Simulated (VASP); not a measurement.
# BaTiO3: O into a neighbouring O vacancy, part 3 of 7

How hard is this move in BaTiO3: O into a neighbouring O vacancy? Both ends are relaxed first, then a band of images between them. The start is a cell from a database of measured crystal structures.

VASP 6.6.1; PBEsol, no spin polarisation; plane waves and PAW (Ba_sv, Ti, O).

So far. Step 2 (Relax the host): The run ended after 3 ionic steps, 0.005 eV below its first step, once forces and stress met EDIFFG = -0.02.

## (3) Relax the start (continued)

Parts of OUTCAR (step 3):

```text
NELECT = 248

 ion  position               nearest neighbor table
   1  0.251  0.252  0.251-  22 2.79  34 2.79  33 2.81  29 2.82  24 2.83  35 2.83  18 2.84  25 2.84
                            28 2.84  20 2.85  32 2.86  11 3.42  16 3.43  15 3.44  12 3.44  14 3.47
   2  0.247  0.252  0.751-  19 2.76  32 2.78  24 2.79  17 2.80  34 2.81  35 2.81  25 2.82  28 2.82
                            23 2.84  21 2.85  33 2.86  29 2.87  11 3.38  12 3.41  15 3.44  10 3.46
   3  0.249  0.751  0.251-  33 2.79  20 2.80  22 2.82  27 2.82  18 2.82  30 2.83  26 2.83  34 2.83
                            35 2.83  31 2.84  32 2.87  12 3.43  14 3.43  13 3.43  10 3.45  11 3.45
   4  0.251  0.750  0.751-  26 2.78  32 2.80  35 2.80  23 2.81  30 2.82  21 2.82  27 2.82  19 2.83
                            17 2.83  34 2.84  31 2.84  33 2.85  13 3.42  12 3.43  11 3.44  14 3.45
   5  0.748  0.250  0.249-  29 2.80  38 2.80  37 2.82  28 2.82  39 2.82  20 2.83  25 2.83  22 2.83
                            18 2.83  24 2.83  36 2.85  15 3.44  16 3.45   9 3.45  14 3.46  13 3.46
   6  0.752  0.250  0.749-  25 2.79  17 2.81  19 2.81  28 2.82  24 2.82  36 2.82  29 2.82  21 2.83
                            39 2.83  37 2.83  38 2.84  23 2.84  10 3.44   9 3.44  15 3.46  11 3.46
   7  0.748  0.749  0.250-  31 2.80  20 2.80  30 2.80  18 2.81  39 2.81  38 2.81  37 2.81  22 2.82
                            36 2.84  27 2.84  26 2.87   9 3.42  14 3.43  13 3.44  16 3.44  15 3.46
   8  0.749  0.753  0.753-  36 2.76  21 2.80  26 2.80  30 2.81  31 2.82  23 2.82  37 2.83  27 2.83
                            17 2.83  38 2.84  39 2.86  19 2.87   9 3.38  13 3.42  14 3.44  10 3.45
   9  0.993  0.995  1.000-  36 1.93  26 1.97  17 1.99  32 2.05  24 2.06   8 3.38   7 3.42   6 3.44
                             5 3.45   3 3.46   4 3.46   2 3.50   1 3.53
  10  0.999  0.001  0.501-  37 1.95  17 2.00  33 2.00  25 2.01  27 2.01   6 3.44   3 3.45   8 3.45
                             2 3.46   5 3.46   7 3.47   4 3.47   1 3.47
  11  0.005  0.497  0.999-  24 1.95  34 1.96  19 1.97  18 1.99  26 2.01  38 2.04   2 3.38   1 3.42
                             4 3.44   3 3.45   6 3.46   5 3.48   8 3.50   7 3.50
  12  0.005  0.502  0.502-  35 1.95  27 1.97  25 1.99  19 2.00  18 2.02  39 2.04   2 3.41   4 3.43
                             3 3.43   1 3.44   6 3.47   7 3.49   8 3.49   5 3.51
  13  0.499  0.996  0.000-  30 1.95  20 1.99  32 1.99  28 2.00  36 2.01  21 2.02   8 3.42   4 3.42
                             3 3.43   7 3.44   5 3.46   1 3.48   2 3.49   6 3.49
  14  0.500  0.997  0.498-  31 1.97  20 1.99  21 1.99  33 2.00  37 2.03  29 2.03   7 3.43   3 3.43
                             8 3.44   4 3.45   5 3.46   1 3.47   6 3.48   2 3.51
  15  0.500  0.498  1.000-  34 1.99  22 1.99  38 2.00  28 2.01  30 2.02  23 2.03   5 3.44   1 3.44
                             2 3.44   6 3.46   4 3.46   7 3.46   8 3.47   3 3.48
  16  0.500  0.500  0.499-  23 1.97  29 1.98  39 1.99  22 1.99  31 2.00  35 2.00   1 3.43   7 3.44
                             5 3.45   3 3.46   6 3.46   4 3.47   2 3.47   8 3.48
  17  0.001  0.002  0.751-   9 1.99  10 2.00   2 2.80   6 2.81   8 2.83   4 2.83
  18  0.998  0.502  0.249-  11 1.99  12 2.02   7 2.81   3 2.82   5 2.83   1 2.84
  19  0.002  0.497  0.752-  11 1.97  12 2.00   2 2.76   6 2.81   4 2.83   8 2.87
  20  0.500  0.997  0.249-  13 1.99  14 1.99   7 2.80   3 2.80   5 2.83   1 2.85
  21  0.500  0.001  0.748-  14 1.99  13 2.02   8 2.80   4 2.82   6 2.83   2 2.85
  22  0.497  0.501  0.249-  15 1.99  16 1.99   1 2.79   3 2.82   7 2.82   5 2.83
  23  0.501  0.502  0.746-  16 1.97  15 2.03   4 2.81   8 2.82   6 2.84   2 2.84
[...]
38  0.750  0.500  0.002-  15 2.00  11 2.04   5 2.80   7 2.81   6 2.84   8 2.84
  39  0.750  0.500  0.498-  16 1.99  12 2.04   7 2.81   5 2.82   6 2.83   8 2.86

 Found      8 irreducible k-points:

   k-points           NKPTS =      8   k-points in BZ     NKDIM =      8   number of bands    NBANDS=    156

   dimension x,y,z NGX =    40 NGY =   40 NGZ =   40
   dimension x,y,z NGXF=    80 NGYF=   80 NGZF=   80

   ENCUT  =  400.0 eV  29.40 Ry    5.42 a.u.  13.02 13.02 13.02*2*pi/ulx,y,z

 E-fermi :   2.4752

 k-point     1 :       0.0000    0.0000    0.0000
  band No.  band energies     occupation
    ...
    120       1.9540      2.00000
    121       2.1406      2.00000
    122       2.1428      2.00000
    123       2.1475      2.00000
    124       2.2296      2.00000
    125       4.0649      0.00000
    126       4.0958      0.00000
    127       4.1105      0.00000
    128       4.2356      0.00000
    129       4.2588      0.00000
    ...

 k-point     2 :       0.5000    0.0000    0.0000
  band No.  band energies     occupation
    ...
    120       1.7351      2.00000
    121       1.7452      2.00000
    122       1.7783      2.00000
    123       1.8007      2.00000
    124       2.1392      2.00000
    125       4.1246      0.00000
    126       4.2054      0.00000
    127       4.4976      0.00000
    128       4.6577      0.00000
    129       4.8360      0.00000
    ...

  Total      -24.9881665    -24.5982334    -18.7156800     -0.3487882     -0.3031884      0.3406580
  in kB      -78.7213270    -77.4929036    -58.9608353     -1.0988028     -0.9551479      1.0731899
  external PRESSURE =     -71.7250220 kB  Pullay stress =       0.0000000 kB

  energy-cutoff  :      400.00
  volume of cell :      508.57
      direct lattice vectors                 reciprocal lattice vectors
     7.982106578  0.000000000  0.000000000     0.125280211  0.000000000  0.000000000
     0.000000000  7.982106578  0.000000000     0.000000000  0.125280211  0.000000000
     0.000000000  0.000000000  7.982106578     0.000000000  0.000000000  0.125280211

 POSITION                                       TOTAL-FORCE (eV/Angst)
 -----------------------------------------------------------------------------------
      2.06519      2.03025      2.00546        -0.004890     -0.007726      0.006481
      2.05370      2.01387      5.99520         0.005717     -0.016134     -0.002870
      2.05184      5.92940      2.00164        -0.005356      0.008043      0.006299
      2.04867      5.93181      5.99337         0.004513      0.005491     -0.002723
      5.94266      2.03693      2.00494         0.014505     -0.004554      0.013597
      5.96603      2.01659      5.99735         0.003854     -0.012544     -0.004945
      5.95128      5.91706      2.00081         0.007728      0.006584      0.017370
      5.96950      5.92618      5.99639         0.003509      0.009033     -0.006019
      0.03138      7.94491      7.82193         0.006003      0.007823     -0.012157
      0.03542      7.94885      4.14292        -0.004042     -0.017358      0.001724
      0.04749      3.92372      0.07825         0.013164      0.002318     -0.005869
      0.05076      3.92994      4.02822        -0.005167     -0.005084     -0.011840
      4.04512      7.93227      0.07688         0.037722     -0.005739     -0.003348
      4.05662      7.93073      4.02910         0.001428     -0.010730     -0.001870
      4.04288      3.93408      0.02315        -0.000271      0.017753     -0.010722
      4.04480      3.93756      4.03293         0.006293      0.004016     -0.010351
      0.00242      7.97937      5.98138         0.004253     -0.003940     -0.001351
      7.96373      4.00060      1.96117        -0.005094     -0.009291      0.016465
      7.96134      3.99592      5.93612        -0.001227     -0.010210      0.001650
      3.98284      0.02111      1.96313         0.003845     -0.002691     -0.013361
      3.98793      0.02420      5.93839         0.003343     -0.006425      0.001496
      3.97545      4.00829      1.95898        -0.002715     -0.002379     -0.009154
      3.97420      4.01028      5.95862        -0.003396     -0.005986      0.000742
      7.96365      1.96572      0.08436        -0.015184     -0.000520     -0.007712
      7.95927      1.96433      3.88850         0.005163      0.033580      0.001695
      7.96256      6.07388      0.09184        -0.013506      0.014048     -0.004713
      7.95784      6.07227      3.87977         0.005475      0.003681      0.007225
      3.97868      2.02351      7.94864        -0.001831      0.008503      0.008190
      3.97572      2.02663      3.97848        -0.000000      0.018830     -0.000731
      3.97907      6.03456      7.94860        -0.001913     -0.001854      0.010445
      3.97621      6.02896      3.97833         0.000556     -0.007318     -0.006588
      1.91391      0.02675      0.08693        -0.010630      0.001755      0.008638
      1.90893      0.02270      3.88254         0.008876      0.000736     -0.004248
      1.95181      4.00516      7.94866         0.005309     -0.002425      0.006791
      1.95347      4.00721      3.97551         0.010324     -0.008152      0.003038
      6.02205      0.02533      0.08212        -0.017576      0.003677      0.002317
      6.01605      0.02113      3.89117        -0.021796      0.003133     -0.007277
      5.96255      4.00537      7.94824        -0.019537     -0.002955      0.008679
      5.95658      4.00735      3.97618        -0.017450     -0.004986      0.005005
 -----------------------------------------------------------------------------------
    total drift:                               -0.028537      0.030341      0.001355

  FREE ENERGIE OF THE ION-ELECTRON SYSTEM (eV)
  ---------------------------------------------------
  free  energy   TOTEN  =      -331.5793373224 eV

  energy  without entropy=     -331.5793373224  energy(sigma->0) =     -331.57933732

 total charge
# of ion       s       p       d       tot
------------------------------------------
    1        2.003   5.626   0.337   7.966
    2        2.001   5.625   0.323   7.949
    3        2.003   5.625   0.332   7.960
    4        2.001   5.625   0.322   7.947
    5        2.003   5.627   0.339   7.969
    6        2.001   5.626   0.323   7.949
    7        2.003   5.626   0.336   7.966
    8        2.001   5.625   0.323   7.949
    9        0.573   1.035   2.757   4.365
   10        0.573   1.029   2.759   4.361
   11        0.533   0.985   2.565   4.083
   12        0.531   0.987   2.552   4.070
   13        0.531   0.985   2.558   4.074
   14        0.531   0.987   2.555   4.073
   15        0.543   1.016   2.591   4.150
   16        0.544   1.018   2.599   4.161
   17        1.593   3.488   0.000   5.081
   18        1.590   3.443   0.000   5.032
   19        1.587   3.433   0.000   5.021
   20        1.590   3.442   0.000   5.032
   21        1.587   3.433   0.000   5.020
   22        1.587   3.450   0.000   5.037
   23        1.588   3.454   0.000   5.041
   24        1.587   3.435   0.000   5.021
   25        1.587   3.432   0.000   5.019
   26        1.588   3.428   0.000   5.016
   27        1.588   3.426   0.000   5.014
   28        1.588   3.447   0.000   5.035
   29        1.588   3.447   0.000   5.035
   30        1.588   3.443   0.000   5.031
   31        1.588   3.444   0.000   5.032
   32        1.588   3.428   0.000   5.016
   33        1.588   3.426   0.000   5.014
   34        1.588   3.443   0.000   5.031
   35        1.588   3.444   0.000   5.032
   36        1.586   3.433   0.000   5.020
   37        1.587   3.433   0.000   5.020
   38        1.588   3.446   0.000   5.034
   39        1.588   3.446   0.000   5.034
--------------------------------------------------
tot         56.901 132.191  23.569 212.661

[... 1 part as in an earlier step ...]

[... 6 further parts left out ...]
```

Step by step (22 of 47):

| step | energy less that of the first step (eV) | largest force (eV/Å) |
| --- | --- | --- |
| 1 | 0.0000 | 5.0168 |
| 3 | -1.6983 | 0.6064 |
| 5 | -1.8412 | 0.4768 |
| 8 | -1.9217 | 0.6332 |
| 10 | -1.9410 | 0.1693 |
| 12 | -1.9588 | 0.1263 |
| 14 | -1.9677 | 0.1289 |
| 16 | -1.9762 | 0.1227 |
| 19 | -1.9817 | 0.2004 |
| 21 | -1.9869 | 0.1221 |
| 23 | -1.9901 | 0.0893 |
| 25 | -1.9934 | 0.0928 |
| 27 | -1.9949 | 0.1719 |
| 29 | -1.9980 | 0.0851 |
| 32 | -2.0002 | 0.0805 |
| 34 | -2.0017 | 0.1171 |
| 36 | -2.0039 | 0.0784 |
| 38 | -2.0063 | 0.1684 |
| 40 | -2.0086 | 0.1003 |
| 43 | -2.0100 | 0.0795 |
| 45 | -2.0120 | 0.0635 |
| 47 | -2.0137 | 0.0383 |

The atoms that moved most (Å):

| atom | dx | dy | dz | length |
| --- | --- | --- | --- | --- |
| Ti9 | 0.086 | 0.001 | -0.157 | 0.179 |
| O27 | -0.022 | 0.095 | -0.127 | 0.160 |
| Ti10 | 0.044 | -0.038 | 0.148 | 0.158 |
| O26 | -0.037 | 0.094 | 0.121 | 0.158 |
| O32 | -0.076 | 0.006 | 0.132 | 0.153 |
| O36 | 0.028 | 0.043 | 0.112 | 0.123 |
| O33 | -0.084 | 0.022 | -0.080 | 0.118 |
| O25 | -0.007 | -0.046 | -0.108 | 0.117 |

The relaxed structure:

```xyz
39
Lattice="7.9821 0.0000 0.0000 0.0000 7.9821 0.0000 0.0000 0.0000 7.9821" Properties=species:S:1:pos:R:3 pbc="T T T"
Ba    2.0652    2.0303    2.0055
Ba    2.0537    2.0139    5.9952
Ba    2.0518    5.9294    2.0016
Ba    2.0487    5.9318    5.9934
Ba    5.9427    2.0369    2.0049
Ba    5.9660    2.0166    5.9973
Ba    5.9513    5.9171    2.0008
Ba    5.9695    5.9262    5.9964
Ti    0.0314   -0.0372   -0.1602
Ti    0.0354   -0.0333    4.1429
Ti    0.0475    3.9237    0.0783
Ti    0.0508    3.9299    4.0282
Ti    4.0451   -0.0498    0.0769
Ti    4.0566   -0.0514    4.0291
Ti    4.0429    3.9341    0.0231
Ti    4.0448    3.9376    4.0329
O     0.0024   -0.0027    5.9814
O    -0.0184    4.0006    1.9612
O    -0.0208    3.9959    5.9361
O     3.9828    0.0211    1.9631
O     3.9879    0.0242    5.9384
O     3.9754    4.0083    1.9590
O     3.9742    4.0103    5.9586
O    -0.0185    1.9657    0.0844
O    -0.0228    1.9643    3.8885
O    -0.0195    6.0739    0.0918
O    -0.0243    6.0723    3.8798
O     3.9787    2.0235   -0.0335
O     3.9757    2.0266    3.9785
O     3.9791    6.0346   -0.0335
O     3.9762    6.0290    3.9783
O     1.9139    0.0268    0.0869
O     1.9089    0.0227    3.8825
O     1.9518    4.0052   -0.0334
O     1.9535    4.0072    3.9755
O     6.0221    0.0253    0.0821
O     6.0161    0.0211    3.8912
O     5.9625    4.0054   -0.0339
O     5.9566    4.0073    3.9762
```

Numbers from this step:

```yaml
electronic_cycles: 372
electrons: 248
free_energy_toten: -331.5793 eV
fermi_energy: 2.475 eV
gap_on_the_k_mesh: 1.835 eV
least_direct_gap_on_the_k_mesh: 1.835 eV
```

The run ended after 47 ionic steps, 2.014 eV below its first step, once the forces on the free atoms met EDIFFG = -0.05.

(Continued in part 4 of 7.)

[Lines on the potential files, build, host, timing and source positions are cut from VASP's logs without a mark.]

[Logs are printed without paths, hosts, clocks, repeated set-up lines and the standing remarks that a program may print on its own settings, such as how far it seeks lower states.]

[Hosts, paths, dates, database ids (printed as entryN), source tags and the programs' standing remarks are cut or masked in the printed files.]

[Runs that stopped without an error message from VASP are left out.]
